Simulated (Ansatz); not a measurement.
## Ge: a film clamped to a substrate

These are results of Ansatz, DFT PBEsol, scalar-relativistic, plane waves, PAW, not measurements. The runs took a 420 eV cutoff, a Γ-centred 18×18×18 mesh and Gaussian smearing (0.15 eV). No spin polarisation. Energies are free energies at this smearing, counted from the undisturbed cell; pressure is positive in compression.

Reference structure (relaxed at this level):

```yaml
crystal:
  lattice:
    - [0.00000, 2.83788, 2.83788]
    - [2.83788, 0.00000, 2.83788]
    - [2.83788, 2.83788, 0.00000]
  atoms:
    - { symbol: Ge, position: [0.50000, 0.50000, 0.50000] }
    - { symbol: Ge, position: [0.75000, 0.75000, 0.75000] }
```

The cell (2 atoms, V0 = 45.71 Å³) is strained by p along both x and y and by q along z, fractional coordinates fixed. τp = (1/V0) ∂E/∂p = (σxx + σyy)(1 + p)(1 + q) and τq = (1/V0) ∂E/∂q = σzz(1 + p)², with tension positive.

| p | q | ΔE (meV/atom) | τp (GPa) | τq (GPa) |
| --- | --- | --- | --- | --- |
| 0.000 | 0.000 | 0.00 | -0.02 | -0.01 |
| -0.015 | 0.000 | 5.33 | -5.06 | -1.40 |
| 0.015 | 0.000 | 4.84 | 4.44 | 1.23 |
| 0.000 | -0.015 | 1.88 | -1.40 | -1.76 |
| 0.000 | 0.015 | 1.79 | 1.22 | 1.67 |

Q: Get the second derivatives of the energy density.

A: Central differences give A = ∂τp/∂p = 317 GPa (C11 + C22 + 2 C12), C = ∂τq/∂q = 114 GPa (C33) and the cross term B = ∂τq/∂p = 88 GPa (C13 + C23); ∂τp/∂q = 88 GPa must equal B, and any difference shows higher-order terms. The ions are clamped. In a cubic crystal C11 = C = 114, C12 = B/2 = 44 GPa and A should be 2(C11 + C12) = 316 GPa; the bulk modulus is (C11 + 2 C12)/3 = 67 GPa.

Q: A film of this crystal grows with z along the normal on a substrate that imposes p. How does its thickness respond, and what does the misfit cost?

A: Count p and q from the stress-free cell. A free surface needs τq = 0, so q = −(B/C) p = -0.77 p. The energy density left is (A − B²/C) p²/2 = M p², with the biaxial modulus M = 125 GPa; a misfit of 1 % costs 1.78 meV/atom, against 2.26 meV/atom if the thickness were held.

The gap closes along the scan, which can put kinks into the curve.

The film responds to in-plane strain by changing its thickness in the opposite sense, but by far less than constant volume would require. This reflects the directional sp3 bonding of germanium: a diamond network held only by bond-stretching forces would have C11 equal to C12 and offer no resistance to a volume-conserving tetragonal strain. Resistance to bond bending keeps C12 at 44 GPa against 114 GPa for C11, so free thickness relieves only a minor part of the misfit energy. For both strain directions compression costs more than equal tension, as expected from the steep short-range repulsion.

Fixing the fractional coordinates does not stiffen these moduli, because symmetry forbids an internal displacement under strains along the cubic axes; a shear modulus would need relaxed ions. The constants are somewhat softer than the measured ones, probably because the functional slightly overestimates the bond length. The elastic cost alone does not give the thickness at which misfit dislocations become favourable.
